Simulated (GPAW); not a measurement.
# Hf (P6_3/mmc) in GPAW: notebook

Aim: see how the results for Hf move with the level of theory and the settings. Levels: RPBE, revPBE, r2SCAN. Tasks: band structure.

Everything below comes from runs of GPAW 26.7.0. Logs are shortened: lines on timing, memory, paths and dates and some standing lists are left out, and cuts for length are marked. The log counts tension as positive stress, the text compression.

## (1) Starting point

Symmetry: P6_3/mmc, No. 194, hexagonal system. The conventional cell has a = 3.197 Å, b = 3.197 Å, c = 5.058 Å, α = 90.00°, β = 90.00°, γ = 120.00°. Hf (site symmetry -6m2) is surrounded by 12 Hf at 3.13 to 3.20 Å.

## (2) Band structure, RPBE

run.py reads:

```python
from ase.dft.bandgap import bandgap
from ase.io import read, write
from ase.units import GPa
from gpaw import GPAW, PW

atoms = read('Hf.xyz')

calc = GPAW(mode=PW(600),
            xc='RPBE',
            kpts={'size': (10, 10, 5), 'gamma': True},
            occupations={'name': 'fermi-dirac', 'width': 0.05},
            nbands=24,
            convergence={'density': 1e-05, 'energy': 1e-05},
            maxiter=150,
            txt='gpaw.txt')
atoms.calc = calc
energy = atoms.get_potential_energy()
forces = atoms.get_forces()
stress = atoms.get_stress()
calc.write('gs.gpw')
write('result.traj', atoms)
print(f'Energy: {energy:.6f} eV')
print('Forces (eV/A):')
print(forces.round(4))
print('Stress (GPa):', (stress / GPa).round(3))
print('Fermi level:', round(calc.get_fermi_level(), 4), 'eV')
print(f'Gap: {bandgap(calc)[0]:.4f} eV, direct: {bandgap(calc, direct=True)[0]:.4f} eV')

path = atoms.cell.bandpath('GMKGALHA,LM,KH', npoints=60, eps=1e-4)
bs_calc = calc.fixed_density(kpts=path, symmetry='off', nbands=36,
                             convergence={'bands': 'CBM+6.0', 'eigenstates': 1e-6}, txt='bands.txt')
bs = bs_calc.band_structure()
bs.write('bs.json')
print(f'Gap on the path: {bandgap(bs_calc)[0]:.4f} eV')
```

Hf.xyz reads:

```xyz
2
Lattice="3.1967000000 0.0000000000 0.0000000000 -1.5983500000 2.7684234083 0.0000000000 0.0000000000 0.0000000000 5.0578000000" Properties=species:S:1:pos:R:3 pbc="T T T"
Hf     1.5983500002      0.9228078027      3.7933500000
Hf    -0.0000000002      1.8456156056      1.2644500000
```

Potentials or basis: the program's PAW data sets (release 1.2.1) made for this functional, pw.

Started as:

```sh
OMP_NUM_THREADS=1 python run.py
```

gpaw.txt:

```text
__  _  _
 | _ |_)|_||  |
 |__||  | ||/\| - 26.7.0

Input parameters:
  mode=PW(ecut=600.0),
  convergence={'density': 1e-05, 'energy': 1e-05},
  kpts=MonkhorstPack(size=(10, 10, 5), gamma=True),
  maxiter=150,
  nbands=24,
  occupations=Occupations(name='fermi-dirac', width=0.05),
  xc=XC(name='RPBE')

Diagonalizing LCAO Hamiltonian
Converting LCAO to pw mode

           Hf

        Hf

Atoms  # Å, Bohr magnetons
|   | symbol |         x |        y |        z |    initial magnetic moments |
|---|--------|-----------|----------|----------|-----------------------------|
| 0 |     Hf |  1.598350 | 0.922808 | 3.793350 | ( 0.0000,  0.0000,  0.0000) |
| 1 |     Hf | -0.000000 | 1.845616 | 1.264450 | ( 0.0000,  0.0000,  0.0000) |

Unit cell  # Å
| periodic |         x |        y |        z |  lengths |     angles |
|----------|-----------|----------|----------|----------|------------|
|      yes |  3.196700 | 0.000000 | 0.000000 | 3.196700 |  90.000000 |
|      yes | -1.598350 | 2.768423 | 0.000000 | 3.196700 |  90.000000 |
|      yes |  0.000000 | 0.000000 | 5.057800 | 5.057800 | 120.000000 |

Number of symmetries: 12
Symmetry operations  # r_c * U_cc + t_c -> r_c
|    | kind |            matrix            |
|----|------|------------------------------|
|  0 |  σ   |  1, 1, 0,  0,-1, 0,  0, 0, 1 |
|  1 |  S6  |  1, 1, 0, -1, 0, 0,  0, 0,-1 |
|  2 |  E   |  1, 0, 0,  0, 1, 0,  0, 0, 1 |
|  3 |  C2  |  1, 0, 0, -1,-1, 0,  0, 0,-1 |
|  4 |  C2  |  0, 1, 0,  1, 0, 0,  0, 0,-1 |
|  5 |  C3  |  0, 1, 0, -1,-1, 0,  0, 0, 1 |
|  6 |  S6  |  0,-1, 0,  1, 1, 0,  0, 0,-1 |
|  7 |  σ   |  0,-1, 0, -1, 0, 0,  0, 0, 1 |
|  8 |  σ   | -1, 0, 0,  1, 1, 0,  0, 0, 1 |
|  9 |  i   | -1, 0, 0,  0,-1, 0,  0, 0,-1 |
| 10 |  C3  | -1,-1, 0,  1, 0, 0,  0, 0, 1 |
| 11 |  C2  | -1,-1, 0,  0, 1, 0,  0, 0,-1 |

BZ-sampling:
  Number of BZ points: 500
  Number of IBZ points: 58

  Monkhorst-Pack size: [10, 10, 5]
  Monkhorst-Pack shift: [0.05, 0.05, 0.0]

K-points  # in reciprocal-cell coordinates
|     |                                coordinates |     weight |
|-----|--------------------------------------------|------------|
|   0 | (  0.00000000,   0.00000000,   0.00000000) | 0.00200000 |
|   1 | (  0.00000000,   0.00000000,   0.20000000) | 0.00400000 |
|   2 | (  0.00000000,   0.00000000,   0.40000000) | 0.00400000 |
|   3 | (  0.10000000,   0.00000000,  -0.40000000) | 0.01200000 |
|   4 | (  0.10000000,   0.00000000,  -0.20000000) | 0.01200000 |
|   5 | (  0.10000000,   0.00000000,   0.00000000) | 0.01200000 |
|   6 | (  0.10000000,   0.00000000,   0.20000000) | 0.01200000 |
|   7 | (  0.10000000,   0.00000000,   0.40000000) | 0.01200000 |
|   8 | (  0.20000000,  -0.10000000,   0.00000000) | 0.01200000 |
|   9 | (  0.20000000,  -0.10000000,   0.20000000) | 0.02400000 |
| ... |                                            |            |
|  57 | (  0.50000000,   0.50000000,   0.40000000) | 0.01200000 |

Plane wave coefficients: 1518
Cutoff: 600.0 eV

Spin-components: 1 (collinear spins)
Bands:           24
Projectors:      12
Spin-degeneracy: 2
Datatype:        complex128

Parallelization:
  kpt:    1
  domain: 1
  band:   1

Density:
  Valence electrons: 24.0
  Components: 1
  Grid points: [20 20 30]
  Charge: 0.0  # |e|

Potential:
  Grid points: [20 20 30]

species:
  Hf:
    name:    Hafnium
    Z:       72.0
    valence: 12
    core:    60
    charge:  0.0  # [|e|]
    compensation charges:
      type: gauss
      rc: 0.41  # [Å]
      lmax: 2
    cutoffs:
      filter: 2.36  # [Å]
      core: 4.02  # [Å]
    projectors
    | kind |    occ | energy [eV] | rcut [Å] |
    |------|--------|-------------|----------|
    |   5s |  2.000 |     -66.835 |    1.397 |
    |   6s |  2.000 |      -5.043 |    1.397 |
    |   5p |  6.000 |     -35.601 |    1.307 |
    |   6p |  0.000 |      -1.407 |    1.307 |
    |   5d |  2.000 |      -2.651 |    1.334 |
    |    d |        |      24.560 |    1.334 |

    Using partial waves for Hf as LCAO basis

Reference energy: -819797.846601  # eV

eigensolver:
  PPCG
  Converge bands: occupied
  niter=2

density mixing:
  MSR1-Mixer
  Pratt-step length: 0.05
  Maximum mixing coefficient: 0.75
  Old densities: 10
  SVD Regularization: 0.005
  Good broyden scale: 1.0
  Trust region scale: 1.0
  Backstep threshold: 4.0
  History deletion threshold: 6.0
  Fourier metric: weight=20.0, sigma=0.015

occupation numbers:
  Fermi-Dirac:
    width: 0.0500  # eV

poisson solver:
  ecut: 4800.0  # eV

xc functional:
  name: RPBE with 2 nearest neighbor stencil

convergence criteria:
- Maximum integral of absolute [dens]ity change: 1e-05 electrons / valence electron
- Maximum [total energy] change in last 3 cyles: 1e-05 eV / valence electron
- Maximum integral of absolute [eigenst]ate change: 4e-08 eV^2 / valence electron
maximum number of iterations: 150

SCF iterations
|iter     | |      energy | eigst |  dens |
|---------|-|-------------|-------|-------|
|iter:   1| |  -14.422257 | -0.17 |       |
|iter:   2| |  -14.388145 | -2.77 | -1.26 |
|iter:   3| |  -14.207428 | -1.65 | -1.29 |
|iter:   4| |  -14.216133 | -2.94 | -1.89 |
|iter:   5| |  -14.218249 | -4.24 | -2.34 |
|iter:   6| |  -14.218271 | -5.78 | -3.42 |
|iter:   7| |  -14.218273c| -7.01 | -4.00 |
|iter:   8| |  -14.218273c| -7.80c| -4.78 |
|iter:   9| |  -14.218273c| -8.65c| -5.91c|

Converged in 9 steps
Energy contributions relative to reference atoms: (reference = -819797.846601)

Energy contributions:
  Kinetic:          17.241909
  Coulomb:         -16.426623
  Zero:             -1.003093
  External:          0.000000
  Xc:              -14.024781
  Entropy:          -0.011369
  Spinorbit:         0.000000
  ----------------------------
  Free energy:     -14.223957
  Extrapolated:    -14.218273

dipole moment: (-0.000013, -0.000023, -0.000042)  # |e|*Ang

Fermi level: 10.062
Eigenvalues  # (at kpt = [0.000, 0.000, 0.000])
| band index |      eig [eV] | occ [0-2] |
|------------|---------------|-----------|
|          0 |       -51.756 |     2.000 |
|        ... |               |           |
|          2 |       -21.069 |     2.000 |
|          3 |       -20.335 |     2.000 |
|          4 |       -20.335 |     2.000 |
|          5 |       -20.215 |     2.000 |
|          6 |       -20.209 |     2.000 |
|          7 |       -20.209 |     2.000 |
[... 8 lines left out ...]
|         16 |        12.738 |     0.000 |
|         17 |        12.738 |     0.000 |
|        ... |               |           |
|         23 |        24.739 |     0.000 |

No gap
No difference between direct/indirect transitions

Forces  # eV/Ang
|        x |       y |        z |
|----------|---------|----------|
| -0.00000 | 0.00000 |  0.00000 |  # Hf   0
|  0.00000 | 0.00000 | -0.00000 |  # Hf   1

Stress tensor  # eV/Ang^3
|         x |         y |         z |
|-----------|-----------|-----------|
| -0.024826 | -0.000000 |  0.000000 |
| -0.000000 | -0.024826 |  0.000000 |
|  0.000000 |  0.000000 | -0.022031 |

# Writing to gs.gpw (mode='')
```

Wall time 46 s (1 thread of Intel Xeon Platinum 8259CL at 2.50GHz (Skylake/Cascade Lake), shared host); peak memory 0.28 GiB.

What came out:

```
Free energy             : -14.2240 eV
Pressure                : 3.8 GPa
Band gap along the path : none (metal or under the smearing width)
```

Levels at the corners of the path, in eV from the Fermi level:
```tsv
point	band 9	band 10	band 11	band 12	band 13	band 14	band 15	band 16
Γ	-7.34	-3.67	0.57	1.21	1.21	1.49	2.03	2.03
M	-3.32	-2.73	-2.22	-0.84	0.83	0.87	1.69	5.90
K	-2.11	-1.80	-1.80	-1.46	0.38	0.38	2.06	5.23
Γ	-7.34	-3.67	0.57	1.21	1.21	1.49	2.03	2.03
A	-5.38	-5.38	0.16	0.16	1.10	1.10	1.10	1.10
L	-3.38	-3.38	-0.97	-0.97	1.14	1.14	2.68	2.68
H	-1.72	-1.72	-1.47	-1.47	-0.22	-0.22	2.55	2.55
A	-5.38	-5.38	0.16	0.16	1.10	1.10	1.10	1.10
L	-3.38	-3.38	-0.97	-0.97	1.14	1.14	2.68	2.68
M	-3.32	-2.73	-2.22	-0.84	0.83	0.87	1.69	5.90
K	-2.11	-1.80	-1.80	-1.46	0.38	0.38	2.06	5.23
H	-1.72	-1.72	-1.47	-1.47	-0.22	-0.22	2.55	2.55
```

Caveat: spin-orbit coupling is left out, which moves the levels of the heavy elements.

## (3) Band structure, revPBE

Edit run.py of step 2 so:

```diff
@@ -1,3 +1,4 @@
+from ase import Atoms
 from ase.dft.bandgap import bandgap
-from ase.io import read, write
+from ase.io import write
 from ase.units import GPa
@@ -5,6 +6,12 @@
 
-atoms = read('Hf.xyz')
+atoms = Atoms(['Hf', 'Hf'],
+              cell=[[3.1967, 0.0, 0.0],
+                    [-1.59835, 2.7684234083, 0.0],
+                    [0.0, 0.0, 5.0578]],
+              scaled_positions=[[0.6666666667, 0.3333333333, 0.75],
+                                [0.3333333333, 0.6666666667, 0.25]],
+              pbc=True)
 
 calc = GPAW(mode=PW(600),
-            xc='RPBE',
+            xc='revPBE',
             kpts={'size': (10, 10, 5), 'gamma': True},
@@ -28,3 +35,3 @@
 
-path = atoms.cell.bandpath('GMKGALHA,LM,KH', npoints=60, eps=1e-4)
+path = atoms.cell.bandpath('GMKGALHA,LM,KH', npoints=100, eps=1e-4)
 bs_calc = calc.fixed_density(kpts=path, symmetry='off', nbands=36,
```

Potentials or basis: the program's PAW data sets (release 1.2.1) made for this functional, pw.

Started as:

```sh
OMP_NUM_THREADS=1 python run.py
```

Wall time 56 s (1 thread of Intel Xeon Platinum 8259CL at 2.50GHz (Skylake/Cascade Lake), shared host); peak memory 0.33 GiB.

The run converged. Its results:

| Quantity | Value |
| --- | --- |
| Free energy | -14.3703 eV |
| Pressure | 3.0 GPa |
| Band gap along the path | none (metal or under the smearing width) |

Stress tensor (GPa, compression positive):
```
3.18 0.00 0.00
0.00 3.18 0.00
0.00 0.00 2.72
```

Levels at the corners of the path, in eV from the Fermi level:
```tsv
point	band 8	band 9	band 10	band 11	band 12	band 13	band 14	band 15	band 16	band 17
Γ	-30.26	-7.34	-3.67	0.58	1.21	1.21	1.48	2.03	2.03	2.67
M	-30.35	-3.32	-2.73	-2.22	-0.83	0.82	0.87	1.69	5.90	6.40
K	-30.57	-2.11	-1.79	-1.79	-1.45	0.38	0.38	2.06	5.23	5.23
Γ	-30.26	-7.34	-3.67	0.58	1.21	1.21	1.48	2.03	2.03	2.67
A	-30.32	-5.38	-5.38	0.16	0.16	1.10	1.10	1.10	1.10	4.82
L	-30.45	-3.38	-3.38	-0.97	-0.97	1.14	1.14	2.67	2.67	6.10
H	-30.40	-1.72	-1.72	-1.47	-1.47	-0.21	-0.21	2.55	2.55	5.09
A	-30.32	-5.38	-5.38	0.16	0.16	1.10	1.10	1.10	1.10	4.82
L	-30.45	-3.38	-3.38	-0.97	-0.97	1.14	1.14	2.67	2.67	6.10
M	-30.35	-3.32	-2.73	-2.22	-0.83	0.82	0.87	1.69	5.90	6.40
K	-30.57	-2.11	-1.79	-1.79	-1.45	0.38	0.38	2.06	5.23	5.23
H	-30.40	-1.72	-1.72	-1.47	-1.47	-0.21	-0.21	2.55	2.55	5.09
```

Caveat: spin-orbit coupling is left out, which moves the levels of the heavy elements.

[end of part 1 of 2]
